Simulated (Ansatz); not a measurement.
A run of Ansatz 0.2.0 is set up as follows.

The input input.yaml:

```yaml
crystal:
  lattice:
    - [2.4705617809, 0.0, 0.0]
    - [-1.2352808905, 2.1395692639, 0.0]
    - [0.0, 0.0, 8.0882338]
  atoms:
    - { symbol: Co, position: [0.6666666667, 0.3333333333, 0.75], spin: 2.0 }
    - { symbol: Co, position: [0.0, 0.0, 0.5], spin: 2.0 }
    - { symbol: Co, position: [0.3333333333, 0.6666666667, 0.25], spin: 2.0 }
    - { symbol: Co, position: [0.0, 0.0, 0.0], spin: 2.0 }
hamiltonian:
  xc: pbesol
  pseudopotentials: { kind: paw }
  dispersion: d4
magnetization:
  spin_polarized: true
kpoints:
  mp_grid: { grid: [12, 12, 4] }
scf:
  occupations: { method: fermi_dirac, width: 0.05 }
output:
  forces: true
  stress: true
relax:
  f_tol: 0.01
  max_steps: 40
  cell: { stress_tol: 0.05 }
```

Potentials or basis: Ansatz PAW.

Launch:

```bash
$ ansatz run input.yaml --threads 2 --pin off --max-ram 5632MiB --backend cpu --events-out ev --progress --plain --runs-dir out
```

**Question.** Estimate the relaxed volume.

**Answer.** 10.26 Å³/atom.

**Question.** Predict the absolute moment.

**Answer.** 6.89 μB per cell.

**Question.** Predict the net moment.

**Answer.** 6.38 μB per cell.

**Question.** What does it give for the space group after relaxing (to 0.05 Å)?

**Answer.** P6_3/mmc (No. 194).

Final structure:
```
CELL_PARAMETERS angstrom
2.44664 0.00000 0.00000
-1.22332 2.11885 0.00000
0.00000 0.00000 7.91449
ATOMIC_POSITIONS crystal
Co 0.66667 0.33333 0.75000
Co 0.00000 0.00000 0.50000
Co 0.33333 0.66667 0.25000
Co 0.00000 0.00000 0.00000
```

Caveat: the PAW data sets come from PBE, with cores solved anew for the run's functional, which leaves a small shift of forces and pressure.
